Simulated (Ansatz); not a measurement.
**BeS: from supercell energies to defect levels (Be interstitial)**

The calculation used Ansatz, DFT PBE, scalar-relativistic, plane waves, PAW. (420 eV cutoff, 2×2×2 k-mesh, shifted by half a step, Gaussian smearing of 0.01 eV, collinear spin in charge +1 alone)

Host crystal, relaxed:

```
Be S
1.0
     0.00000    2.43806    2.43806
     2.43806    0.00000    2.43806
     2.43806    2.43806    0.00000
Be S
1 1
Direct
  0.00000 0.00000 0.00000
  0.75000 0.75000 0.75000
```

The Be interstitial was set at (0.250, 0.250, 0.250) of the host cell, in a supercell of 32 sites (464 Å³), relaxed at fixed cell in each charge q. The host's Kohn–Sham gap is 3.15 eV and its static dielectric constant 7.3 (mean). For each charge: the supercell's free energy over the neutral one with q electrons exchanged at the valence band top, F(q) − F(0) + qE_v; the image-charge term; and the term that aligns the potential far from the defect with the host's.

```
 q F(q) − F(0) + qE_v (eV) image charge (eV) alignment (eV)
+2                   -6.578              1.476           0.182
+1                   -3.336              0.369           0.174
 0                    0.000              0.000           0.000
```

Question: Add the terms and find the levels between neighbouring charges, ε(q/q′) = [A(q′) − A(q)]/(q − q′), with and without the two corrections.

Answer: A(q): -4.920 eV for +2, -2.793 eV for +1, 0.000 eV for 0.
```
  level corrected (eV over E_v) uncorrected (eV)
(+2/+1)                     2.13              3.24
 (+1/0)                     2.79              3.34
```

As a check, a point charge in a simple cubic cell of this volume has q²αe²/(2εL) = 0.362 q² eV (e² = 14.40 eV Å, α = 2.837, L = 7.74 Å); the shape of the real cell can change it somewhat. The term grows as q², so it pushes donor levels down and acceptor levels up.

Question: Which of these charges is lowest with the Fermi level at the valence band top, at mid-gap and at the conduction band bottom?

Answer: The line A(q) + qE_F that lies lowest gives the charge: +2 at E_F = 0.00 eV, +2 at E_F = 1.57 eV, 0 at E_F = 3.15 eV. In charge +1 the cell has partly filled levels, from a carrier spread over the host's bands, a defect level that the small cell broadens into a band, or a degenerate defect level that the symmetric start can't split, so the levels beside it are doubtful. Charges beyond those computed could lie lower near the band edges.

Question: The neutral defect forms at 5.25 eV with atoms taken from and returned to the elements. What are the formation energies at those three Fermi levels, and what share of sites would hold the defect at 1200 K with E_F at mid-gap, if the host still stood at that temperature?

Answer: E_f = E_f(0) + A(q) + qE_F = 0.33, 3.47, 5.25 eV. In the dilute limit the share is exp(−E_f/k_BT) = exp(−3.473/0.1034) = 2.6×10⁻¹⁵, leaving out degeneracy and vibrational entropy. This is the Be-rich limit; a poorer supply of Be, or a competing compound of it, raises E_f. The small cell and the narrow Kohn–Sham gap leave errors of tenths of an eV or more, which change the share by orders of magnitude.